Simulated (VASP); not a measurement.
## Ta: single point with LDA

Crystal: Ta.

```
Ta
1.0
    -1.83036    1.65604    1.65604
     1.65604   -1.83036    1.65604
     1.65604    1.65604   -1.83036
Ta
1
Direct
  0.00000 0.00000 0.00000
```

This isn't the form of Ta at room conditions, which is bcc.

- Program: VASP 6.6.1
- Task: single point
- Functional: LDA
- Potentials or basis: VASP PAW LDA potentials, release 64 (Ta_pv)
- Cutoff: 520 eV
- k mesh: 22 × 22 × 22
- Occupations: gaussian, width 0.15 eV
- Spin: no spin polarisation
- Dipole correction: no
- Further INCAR settings: ALGO = Fast; EDIFF = 1e-06; NBANDS = 12

```yaml
Pressure: -4.8 GPa
Band_gap_on_the_k_mesh: none (metal or under the smearing width)
```

Stress tensor (GPa, compression positive):
```
-4.84  8.02  8.02
 8.02 -4.84  8.02
 8.02  8.02 -4.84
```

Levels at points of the mesh, in eV from the Fermi level:
| k point | band 2 | band 3 | band 4 | band 5 | band 6 | band 7 | band 8 | band 9 | band 10 | band 11 |
| --- | --- | --- | --- | --- | --- | --- | --- | --- | --- | --- |
| (0.00, 0.00, 0.00) | -33.23 | -32.54 | -7.94 | -1.18 | 0.74 | 0.74 | 4.70 | 4.70 | 13.05 | 16.05 |
| (0.50, 0.00, 0.00) | -33.48 | -33.12 | -4.38 | -1.56 | 2.55 | 3.05 | 3.60 | 7.39 | 11.27 | 13.56 |
| (0.50, 0.50, 0.00) | -33.45 | -32.60 | -4.64 | -2.26 | 0.82 | 4.94 | 5.51 | 7.04 | 9.99 | 11.92 |
| (0.50, 0.50, 0.50) | -33.67 | -33.67 | -4.00 | -4.00 | 5.54 | 5.54 | 8.16 | 8.20 | 8.20 | 10.17 |

Wall time 64 s on 1 thread of Intel(R) Xeon(R) 6975P-C (Granite Rapids) (shared host), peak memory 0.31 GiB.

The run has no spin-orbit coupling, so splittings on Ta are missing.
